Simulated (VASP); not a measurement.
MgO in VASP 6.6.1, single-point calculation

INCAR

```
EDIFF = 1E-7
LASPH = .TRUE.
SIGMA = 0.02
PREC = Accurate
LREAL = .FALSE.
GGA = PE
IBRION = -1
ENCUT = 520
ALGO = Eigenval
NBANDS = 16
LCHARG = .FALSE.
LWAVE = .FALSE.
NELM = 100
ISMEAR = -1
NSW = 0
ISIF = 2
```

KPOINTS

```
KPOINTS created by Atomic Simulation Environment
0
Gamma
12 12 6
0 0 0
```

POSCAR

```
Mg O
 1.0000000000000000
     3.2882172281021651   -0.0000000000288675    0.0000000000000000
    -1.6441086140260825    2.8476796527125590    0.0000000000000000
     0.0000000000000000    0.0000000000000000    5.1853972629999996
 Mg  O
   2   2
Cartesian
  0.0000000000166669  1.8984531017987498 -0.0298460678254305
  1.6441086140594163  0.9492265508849412  2.5628525636745683
  0.0000000000166669  1.8984531017987498  1.9743700414504304
  1.6441086140594163  0.9492265508849412  4.5670686729504304
```

The recommended PBE PAW datasets give the neutral cell 16 valence electrons.

Command

```
mpirun -np 1 vasp_std
```

OSZICAR

```
N       E                     dE             d eps       ncg     rms          rms(c)
EIG:   1     0.114551100165E+04    0.11455E+04    0.00000E+00     0   0.000E+00
EIG:   2     0.114551100165E+04    0.13188E-10    0.00000E+00     0   0.000E+00
EIG:   3     0.114551100165E+04   -0.25693E-10    0.00000E+00     0   0.000E+00
EIG:   4     0.114551100165E+04    0.90949E-12    0.00000E+00     0   0.000E+00
EIG:   5     0.114551100165E+04    0.20009E-10    0.00000E+00     0   0.000E+00    0.535E+01
EIG:   6     0.128156320487E+04    0.13605E+03    0.00000E+00     0   0.000E+00    0.342E+01
EIG:   7     0.137866549796E+04    0.97102E+02    0.00000E+00     0   0.000E+00    0.207E+00
EIG:   8     0.138019000864E+04    0.15245E+01    0.00000E+00     0   0.000E+00    0.243E-01
EIG:   9     0.138019258261E+04    0.25740E-02    0.00000E+00     0   0.000E+00    0.484E-02
EIG:  10     0.138019341942E+04    0.83680E-03    0.00000E+00     0   0.000E+00    0.320E-03
EIG:  11     0.138019342397E+04    0.45515E-05    0.00000E+00     0   0.000E+00    0.198E-03
EIG:  12     0.138019342750E+04    0.35311E-05    0.00000E+00     0   0.000E+00    0.788E-05
EIG:  13     0.138019342748E+04   -0.15727E-07    0.00000E+00     0   0.000E+00
   1 F= 0.13801934E+04 E0= 0.13801937E+04  d E =-.623480E-03
```

Standard output (part)

```
POSCAR found type information on POSCAR MgO
 POSCAR found :  2 types and       4 ions
 LDA part: xc-table for (Slater+PW92), standard interpolation
 POSCAR, INCAR and KPOINTS ok, starting setup
 WAVECAR not read
 entering main loop
|     Your highest band is occupied at some k-points! Unless you are          |
|     performing a calculation for an insulator or semiconductor, without     |
|     unoccupied bands, you have included TOO FEW BANDS!! Please increase     |
|     the parameter NBANDS in file INCAR to ensure that the highest band      |
|     is unoccupied at all k-points. It is always recommended to include      |
|     a few unoccupied bands to accelerate the convergence of                 |
|     molecular-dynamics runs (even for insulators or semiconductors),        |
|     since the presence of unoccupied bands improves wavefunction            |
|     prediction and helps to suppress 'band-crossings'.                      |
```

It converged. Results: gap between bands v and c on the k mesh -8.59 eV (bands overlap: a metal); least direct gap on the k mesh -0.51 eV; pressure 1895.7 GPa; largest force 1.90 eV/Å. Band v is the last that the valence electrons fill when counted band by band, and c is the next.

**Question.** What is wrong with this input?

**Answer.** No self-consistency without orbitals. On sound settings PBE gives a gap of 3.49 eV on its mesh and a pressure of 0.3 GPa for the intended cell. This run's energy (σ→0) differs from it by 350931 meV an atom.
